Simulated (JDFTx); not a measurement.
Li under changes of volume

One of the cells (21.609 Å³/atom); the others are scaled copies at fixed shape and fractional positions:

```
CELL_PARAMETERS angstrom
-1.75465 1.75465 1.75465
1.75465 -1.75465 1.75465
1.75465 1.75465 -1.75465
ATOMIC_POSITIONS crystal
Li 0.00000 0.00000 0.00000
```

* Program: JDFTx 1.7.0 (patched build)
* Functional: r2SCAN
* Potentials or basis: SG15-PBE-1.2
* Cutoff: 1088 eV
* Density cutoff: 4354 eV
* k mesh: 11 × 11 × 11
* Occupations: fermi-dirac, width 0.05 eV
* Spin: no spin polarisation

| volume (Å³/atom) | energy over the lowest point (meV/atom) | pressure (GPa) |
| --- | --- | --- |
| 20.312 | 2.09 | 0.7 |
| 20.744 | ? | ? |
| 21.177 | 0.00 | 0.1 |
| 21.609 | 0.07 | -0.2 |
| 22.041 | 0.81 | -0.4 |
| 22.473 | 2.16 | -0.6 |
| 22.905 | 4.06 | -0.8 |

Q: What does the run at 20.744 Å³/atom give?

A: Energy over the lowest point 0.65 meV/atom; pressure 0.4 GPa.

Worked out: A Birch-Murnaghan fit of order 3 (a polynomial in V^(-2/3)) to the other rows has its minimum at 21.34 Å³/atom with B0 = V·E''(V) = 12.8 GPa and B' = 3.3. It gives 0.65 meV/atom at 20.744 Å³/atom, against the run's 0.65, and -dE/dV = 0.4 GPa, against 0.4.

Energies are extrapolated to zero smearing.

Caveats: the potentials were made for another functional, which shifts forces and pressure.
